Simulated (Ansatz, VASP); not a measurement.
**GaAs in VASP and in Ansatz**

The input INCAR:

```
  ALGO = Normal
  EDIFF = 1E-6
  ENCUT = 520
  GGA = RE
  ISIF = 2
  ISMEAR = 0
  LASPH = True
  LCHARG = True
  LELF = True
  LREAL = False
  LVHAR = True
  LWAVE = False
  NBANDS = 16
  NELM = 100
  PREC = Accurate
  SIGMA = 0.05
```

The input KPOINTS:

```
k-points
0
Gamma
  8 8 8
```

The input POSCAR:

```
GaAs
1.0
    0.0000000000      2.9123869531      2.9123869531
    2.9123869531      0.0000000000      2.9123869531
    2.9123869531      2.9123869531      0.0000000000
Ga As
1 1
Direct
    0.0000000000      0.0000000000      0.0000000000
    0.7500000000      0.7500000000      0.7500000000
```

Input for Ansatz:

```yaml
crystal:
  lattice:
    - [0.0, 2.9123869531, 2.9123869531]
    - [2.9123869531, 0.0, 2.9123869531]
    - [2.9123869531, 2.9123869531, 0.0]
  atoms:
    - { symbol: Ga, position: [0.0, 0.0, 0.0] }
    - { symbol: As, position: [0.75, 0.75, 0.75] }
basis:
  ecutwfc: 420
  ecutrho_ratio: 4
kpoints:
  mp_grid: { grid: [8, 8, 8] }
hamiltonian:
  xc: revpbe
scf:
  occupations: { method: gaussian, width: 0.05 }
output:
  forces: true
  stress: true
  eigenvalues: true
```

Alike in both runs: task single point; functional revPBE; k mesh 8 × 8 × 8; occupations gaussian, width 0.05 eV; no spin polarisation.

|  | VASP | Ansatz |
| --- | --- | --- |
| version | VASP 6.6.1 | Ansatz 0.2.0 |
| potentials or method | VASP PAW PBE potentials, release 64 (Ga_d, As) | scalar-relativistic, plane waves, PAW |
| plane-wave cutoff (eV) | 520 | 420 |
| valence electrons in the cell | 18 | 28 |

|  | VASP | Ansatz | Ansatz less VASP |
| --- | --- | --- | --- |
| gap on the k mesh at the Fermi level (eV) | none | none | - |
| pressure (GPa) | -0.9 | -1.0 | -0.13 |

A gap of «none» marks a metal or a gap that the smearing closes. The functional is the same, so the differences come from potentials, cutoffs and numerics. The two sets of potentials don't hold the same shells in valence.

Caveats: the PAW data sets were made with another functional, which shifts forces and pressure a little (VASP).
